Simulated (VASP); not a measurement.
# How U changes AlFe, part 2 of 2

Aim: follow the moments and the gap of AlFe as U grows. The start is a cell from a database of measured crystal structures.

VASP 6.6.1, plane waves and PAW; the level of theory is named at each step.

Still holding for the runs below: The cell holds one magnetic atom, so no antiferromagnetic order fits into it. The k-mesh is coarse for a metal. A U on the itinerant d states of such a compound is hard to justify; it moves the bands at the Fermi level and favours large moments.

So far. Step 2 (Series over U, U 0, job density of states): Energy at zero smearing: -12.64420 eV. Step 3 (Series over U, U 2, job self-consistent run): Energy at zero smearing: -10.50722 eV.

## Step 4: Series over U, U 5, job self-consistent run

This step: PBE, DFT+U (Fe d 5 eV), spin-polarised from a ferromagnetic start (one magnetic atom a cell); plane waves and PAW (Fe, Al) (VASP 6.6.1).

Input file INCAR:

```
SYSTEM = AlFe
PREC = Accurate
ENCUT = 350
EDIFF = 1E-06
NELM = 150
ISMEAR = 0
SIGMA = 0.1
LREAL = .FALSE.
ALGO = Normal
GGA = PE
NBANDS = 12
ISPIN = 2
MAGMOM = 3 0
LDAU = .TRUE.
LDAUTYPE = 2
LDAUL = 2 -1
LDAUU = 5 0
LDAUJ = 0 0
LDAUPRINT = 1
LASPH = .TRUE.
LMAXMIX = 4
LORBIT = 11
LWAVE = .FALSE.
LCHARG = .FALSE.
AMIX = 0.2
BMIX = 1E-04
AMIX_MAG = 0.8
BMIX_MAG = 1E-04
NEDOS = 1200
```

Input file POSCAR:

```
AlFe
1.0
    2.9100000000      0.0000000000      0.0000000000
    0.0000000000      2.9100000000      0.0000000000
    0.0000000000      0.0000000000      2.9100000000
Fe Al
1 1
Direct
    0.5000000000      0.5000000000      0.5000000000
    0.0000000000      0.0000000000      0.0000000000
```

Input file KPOINTS:

```
Automatic mesh
0
Gamma
6 6 6
0 0 0
```

Potentials, in the order of the species: Fe and Al (PBE family, release 64).

On the command line:

```
mpirun -np 1 vasp_std
```

What it wrote:

```text
[... set-up lines as in an earlier step ...]
 entering main loop
       N       E                     dE             d eps       ncg     rms          rms(c)
DAV:   1     0.277923729344E+02    0.27792E+02   -0.36814E+03  1004   0.680E+02
DAV:   2    -0.833436971119E+01   -0.36127E+02   -0.32253E+02   988   0.135E+02
DAV:   3    -0.939918845413E+01   -0.10648E+01   -0.10556E+01  1192   0.294E+01
DAV:   4    -0.941370343205E+01   -0.14515E-01   -0.14511E-01  1032   0.297E+00
[...]
DAV:  19    -0.818776729319E+01   -0.14341E-05   -0.12007E-06   552   0.137E-02    0.319E-03
DAV:  20    -0.818776677071E+01    0.52249E-06   -0.55832E-05  1028   0.507E-02    0.231E-03
DAV:  21    -0.818776754888E+01   -0.77817E-06   -0.11631E-06   480   0.971E-03
   1 F= -.81877675E+01 E0= -.81847225E+01  d E =-.609000E-02  mag=     2.6574
```

Elapsed: 7.8 s, on 1 MPI rank of AMD EPYC 9R45, shared host; peak memory 0.1 GiB.

Parts of OUTCAR (step 4):

```text
  Total        2.4370725      2.4370725      2.4370725      0.0000000      0.0000000      0.0000000
  in kB      158.4528533    158.4528533    158.4528533      0.0000000      0.0000000      0.0000000
  external PRESSURE =     158.4528533 kB  Pullay stress =       0.0000000 kB

  FREE ENERGIE OF THE ION-ELECTRON SYSTEM (eV)
  ---------------------------------------------------
  free  energy   TOTEN  =        -8.1877675489 eV

  energy  without entropy=       -8.1816775499  energy(sigma->0) =       -8.18472255

 magnetization (x)
# of ion       s       p       d       tot
------------------------------------------
    1        0.019   0.040   2.838   2.897
    2       -0.035  -0.035   0.000  -0.069
--------------------------------------------------
tot         -0.016   0.005   2.838   2.827

[... 3 parts as in an earlier step ...]

[... 1 further part left out ...]
[key lines of the parts left out:]
E-fermi :   8.9891
```

Energy at zero smearing: -8.18472 eV.

The run ends at a pressure of 15.85 GPa.

## Step 5: Series over U, U 6, job self-consistent run

This step: PBE, DFT+U (Fe d 6 eV), spin-polarised from a ferromagnetic start (one magnetic atom a cell); plane waves and PAW (Fe, Al) (VASP 6.6.1).

Changes to INCAR since step 4:

```diff
@@ -16,3 +16,3 @@
 LDAUL = 2 -1
-LDAUU = 5 0
+LDAUU = 6 0
 LDAUJ = 0 0
```

POSCAR is that of step 4.

KPOINTS is that of step 4.

On the command line:

```
mpirun -np 1 vasp_std
```

What it wrote:

```text
[... set-up lines as in an earlier step ...]
 entering main loop
       N       E                     dE             d eps       ncg     rms          rms(c)
DAV:   1     0.288253632756E+02    0.28825E+02   -0.36910E+03  1004   0.681E+02
DAV:   2    -0.746939207510E+01   -0.36295E+02   -0.32626E+02   988   0.135E+02
DAV:   3    -0.857655992301E+01   -0.11072E+01   -0.10971E+01  1192   0.301E+01
DAV:   4    -0.859120904854E+01   -0.14649E-01   -0.14645E-01  1036   0.299E+00
[...]
DAV:  70    -0.769351732296E+01   -0.45570E-04   -0.10099E-04  1096   0.110E-01    0.881E-03
DAV:  71    -0.769352288461E+01   -0.55617E-05   -0.14955E-05  1116   0.406E-02    0.751E-03
DAV:  72    -0.769352315717E+01   -0.27256E-06   -0.23544E-07   496   0.521E-03
   1 F= -.76935232E+01 E0= -.76893672E+01  d E =-.831200E-02  mag=     2.6404
```

Wall time 26 s (1 MPI rank); peak memory 0.1 GiB.

From OUTCAR (step 5):

```text
  Total        3.8179624      3.8179624      3.8179624      0.0000000      0.0000000      0.0000000
  in kB      248.2351434    248.2351434    248.2351434      0.0000000      0.0000000      0.0000000
  external PRESSURE =     248.2351434 kB  Pullay stress =       0.0000000 kB

  FREE ENERGIE OF THE ION-ELECTRON SYSTEM (eV)
  ---------------------------------------------------
  free  energy   TOTEN  =        -7.6935231572 eV

  energy  without entropy=       -7.6852111550  energy(sigma->0) =       -7.68936716

 magnetization (x)
# of ion       s       p       d       tot
------------------------------------------
    1        0.031   0.054   2.667   2.752
    2       -0.041  -0.024   0.000  -0.065
--------------------------------------------------
tot         -0.010   0.031   2.667   2.687

[... 3 parts as in an earlier step ...]

[... 1 further part left out ...]
[key lines of the parts left out:]
E-fermi :   8.6505
```

Energy at zero smearing: -7.68937 eV.

The run ends at a pressure of 24.82 GPa.

## Step 6: Series over U, U 6, job self-consistent run (run 2)

Changes to INCAR since step 5:

```diff
@@ -14,6 +14,6 @@
 LDAU = .TRUE.
-LDAUTYPE = 2
+LDAUTYPE = 1
 LDAUL = 2 -1
 LDAUU = 6 0
-LDAUJ = 0 0
+LDAUJ = 0.5 0
 LDAUPRINT = 1
```

POSCAR is that of step 5.

KPOINTS is that of step 5.

On the command line:

```
mpirun -np 1 vasp_std
```

What it wrote:

```text
[... set-up lines as in an earlier step ...]
 entering main loop
       N       E                     dE             d eps       ncg     rms          rms(c)
DAV:   1     0.283166418005E+02    0.28317E+02   -0.36862E+03  1004   0.681E+02
DAV:   2    -0.789974660615E+01   -0.36216E+02   -0.32413E+02   988   0.135E+02
DAV:   3    -0.898488738052E+01   -0.10851E+01   -0.10755E+01  1192   0.298E+01
DAV:   4    -0.899946740071E+01   -0.14580E-01   -0.14576E-01  1036   0.298E+00
[...]
DAV:   8    -0.780863439885E+01   -0.22702E-01   -0.12530E-01  1288   0.337E+00    0.258E+00
DAV:   9    -0.783178889294E+01   -0.23154E-01   -0.20264E-01  1284   0.252E+00    0.862E-01
DAV:  10    -0.784856077514E+01   -0.16772E-01   -0.34456E-02  1104   0.215E+00    0.329E-01
[... 130 further cycles ...]
DAV: 141    -0.805413707303E+01    0.22523E-02   -0.11548E-02  1100   0.117E+00    0.177E-01
DAV: 142    -0.805607042858E+01   -0.19334E-02   -0.39600E-03  1088   0.716E-01    0.112E-01
DAV: 143    -0.805636953413E+01   -0.29911E-03   -0.11254E-03  1232   0.372E-01    0.955E-02
DAV: 144    -0.805636738746E+01    0.21467E-05   -0.27139E-04  1180   0.185E-01    0.963E-02
[...]
DAV: 148    -0.805610517471E+01    0.78350E-04   -0.60223E-05  1364   0.765E-02    0.118E-01
DAV: 149    -0.805609766617E+01    0.75085E-05   -0.82453E-07   508   0.928E-03    0.118E-01
DAV: 150    -0.805614108017E+01   -0.43414E-04   -0.94161E-06   888   0.358E-02
 -----------------------------------------------------------------------------
|                                                                             |
|           W    W    AA    RRRRR   N    N  II  N    N   GGGG   !!!           |
|           W    W   A  A   R    R  NN   N  II  NN   N  G    G  !!!           |
|           W    W  A    A  R    R  N N  N  II  N N  N  G       !!!           |
|           W WW W  AAAAAA  RRRRR   N  N N  II  N  N N  G  GGG   !            |
|           WW  WW  A    A  R   R   N   NN  II  N   NN  G    G                |
|           W    W  A    A  R    R  N    N  II  N    N   GGGG   !!!           |
|                                                                             |
|     The electronic self-consistency was not achieved in the given           |
|     number of steps (NELM). The forces and other quantities evaluated       |
|     might not be reliable so examine the results carefully. If you find     |
|     spurious results, we suggest increasing NELM, if you were close to      |
|     convergence or switching to a different ALGO or adjusting the           |
|     density mixing parameters otherwise.                                    |
|                                                                             |
 -----------------------------------------------------------------------------

   1 F= -.80561411E+01 E0= -.80518807E+01  d E =-.852073E-02  mag=     2.6413
```

Wall time 53 s (1 MPI rank); peak memory 0.1 GiB.

Parts of OUTCAR (step 6):

```text
atom =   1  type =  1  l = 2

 onsite density matrix

spin component  1

  0.9097 -0.0000  0.0000  0.0000  0.0000
 -0.0000  0.9097 -0.0000 -0.0000  0.0000
  0.0000 -0.0000  0.9244  0.0000  0.0000
  0.0000 -0.0000  0.0000  0.9097 -0.0000
  0.0000  0.0000  0.0000 -0.0000  0.9244

spin component  2

  0.0946 -0.0000 -0.0000 -0.0000  0.0000
 -0.0000  0.0946 -0.0000 -0.0000  0.0000
 -0.0000 -0.0000  0.8250  0.0000  0.0000
 -0.0000 -0.0000  0.0000  0.0946 -0.0000
  0.0000  0.0000  0.0000 -0.0000  0.8250

 occupancies and eigenvectors

  o =  0.0946  v =  0.0000  0.0000  0.0000  0.0000  0.0000 -0.0000 -0.9950 -0.0000 -0.0998  0.0000      0.0000  0.0000  0.0000  0.0000  0.0000  0.0000  0.0000  0.0000  0.0000  0.0000
  o =  0.0946  v =  0.0000  0.0000  0.0000  0.0000  0.0000  0.0000 -0.0998 -0.0000  0.9950  0.0000      0.0000  0.0000  0.0000  0.0000  0.0000  0.0000  0.0000  0.0000  0.0000  0.0000
  o =  0.0946  v =  0.0000  0.0000  0.0000  0.0000  0.0000  1.0000 -0.0000  0.0000 -0.0000 -0.0000      0.0000  0.0000  0.0000  0.0000  0.0000  0.0000  0.0000  0.0000  0.0000  0.0000
  o =  0.8250  v =  0.0000  0.0000  0.0000  0.0000  0.0000  0.0000  0.0000 -0.0000 -0.0000  1.0000      0.0000  0.0000  0.0000  0.0000  0.0000  0.0000  0.0000  0.0000  0.0000  0.0000
  o =  0.8250  v =  0.0000  0.0000  0.0000  0.0000  0.0000 -0.0000  0.0000  1.0000  0.0000  0.0000      0.0000  0.0000  0.0000  0.0000  0.0000  0.0000  0.0000  0.0000  0.0000  0.0000
  o =  0.9097  v =  0.0000  0.9793  0.0000  0.2023 -0.0000  0.0000  0.0000  0.0000  0.0000  0.0000      0.0000  0.0000  0.0000  0.0000  0.0000  0.0000  0.0000  0.0000  0.0000  0.0000
  o =  0.9097  v =  0.0000  0.2023  0.0000 -0.9793 -0.0000  0.0000  0.0000  0.0000  0.0000  0.0000      0.0000  0.0000  0.0000  0.0000  0.0000  0.0000  0.0000  0.0000  0.0000  0.0000
  o =  0.9097  v = -1.0000  0.0000  0.0000 -0.0000  0.0000  0.0000  0.0000  0.0000  0.0000  0.0000      0.0000  0.0000  0.0000  0.0000  0.0000  0.0000  0.0000  0.0000  0.0000  0.0000
  o =  0.9244  v = -0.0000 -0.0000  0.0000  0.0000 -1.0000  0.0000  0.0000  0.0000  0.0000  0.0000      0.0000  0.0000  0.0000  0.0000  0.0000  0.0000  0.0000  0.0000  0.0000  0.0000
  o =  0.9244  v = -0.0000  0.0000 -1.0000 -0.0000 -0.0000  0.0000  0.0000  0.0000  0.0000  0.0000      0.0000  0.0000  0.0000  0.0000  0.0000  0.0000  0.0000  0.0000  0.0000  0.0000

 spin component 1
 k-point     1 :       0.0000    0.0000    0.0000
  band No.  band energies     occupation
    ...
      2       3.4790      1.00000
      3       3.4790      1.00000
      4       4.3511      1.00000
      5       4.3511      1.00000
      6       4.3511      1.00000
      7      13.6519      0.00000
      8      13.6519      0.00000
      9      13.6519      0.00000
     10      16.1307      0.00000
     11      16.1308      0.00000
    ...

 k-point     2 :       0.1667    0.0000    0.0000
  band No.  band energies     occupation
    ...
      2       3.5373      1.00000
      3       3.5871      1.00000
      4       4.1573      1.00000
      5       4.1573      1.00000
      6       4.3739      1.00000
      7      10.5867      0.00000
      8      14.2641      0.00000
      9      14.2641      0.00000
     10      16.1679      0.00000
     11      18.6399      0.00000
    ...

  Total        3.8448009      3.8448009      3.8448009      0.0000000      0.0000000      0.0000000
  in kB      249.9801219    249.9801219    249.9801219      0.0000000      0.0000000      0.0000000
  external PRESSURE =     249.9801219 kB  Pullay stress =       0.0000000 kB

  FREE ENERGIE OF THE ION-ELECTRON SYSTEM (eV)
  ---------------------------------------------------
  free  energy   TOTEN  =        -8.0561410802 eV

  energy  without entropy=       -8.0476203530  energy(sigma->0) =       -8.05188072

 magnetization (x)
# of ion       s       p       d       tot
------------------------------------------
    1        0.032   0.055   2.627   2.714
    2       -0.040  -0.023   0.000  -0.063
--------------------------------------------------
tot         -0.009   0.033   2.627   2.652

[... 9 parts as in an earlier step ...]

[... 16 further parts left out ...]
[key lines of the parts left out:]
E-fermi :   8.6220
```

The electronic loop did not meet EDIFF within NELM cycles, so this run is left out of the comparison.

## Step 7: Summary

This step: DFT+U series, PBE; plane waves and PAW (VASP 6.6.1).

This step runs nothing: it gathers the runs above.

Energies at different U are not comparable. U series, by row:

```
U (eV)  J (eV)  LDAUTYPE  start  energy (eV/atom)  mean moment (μB)  gap on the mesh (eV)  pressure (GPa)
     0       0         -     fm            -6.322             0.775                     0          -6.221
     2       0         2     fm            -5.254             2.003                     0           2.558
     5       0         2     fm            -4.092             2.897                     0           15.85
     6       0         2     fm            -3.845             2.752                     0           24.82
```

## Step 8: Outcome

| Item | Value |
| --- | --- |
| U = 0 eV, J = 0 eV, fm start | mean size of the moments 0.78 μB |
| U = 2 eV, J = 0 eV, fm start | mean size of the moments 2.00 μB |
| U = 5 eV, J = 0 eV, fm start | mean size of the moments 2.90 μB |
| U = 6 eV, J = 0 eV, fm start | mean size of the moments 2.75 μB |

For the ferromagnetic start without J, from U = 0 to 6 eV the mean moment goes from 0.78 to 2.75 μB, the cell stays metallic, and the pressure goes from -6.2 to 24.8 GPa. A jump between neighbouring rows can also mean that the runs ended in different spin or orbital states. U acts inside the PAW spheres, so the same number means something else in a code with other projectors.

[Lines on the potential files, build, host, timing and source positions are cut from VASP's logs without a mark.]

[Logs are printed without paths, hosts, clocks, repeated set-up lines and the standing remarks that a program may print on its own settings, such as how far it seeks lower states.]

[Hosts, paths, dates, database ids (printed as entryN), source tags and the programs' standing remarks are cut or masked in the printed files.]

[In band tables of VASP the shares of atoms and orbitals are scaled to a sum of 1 inside the atoms' spheres.]

[Runs that stopped without an error message from VASP are left out.]
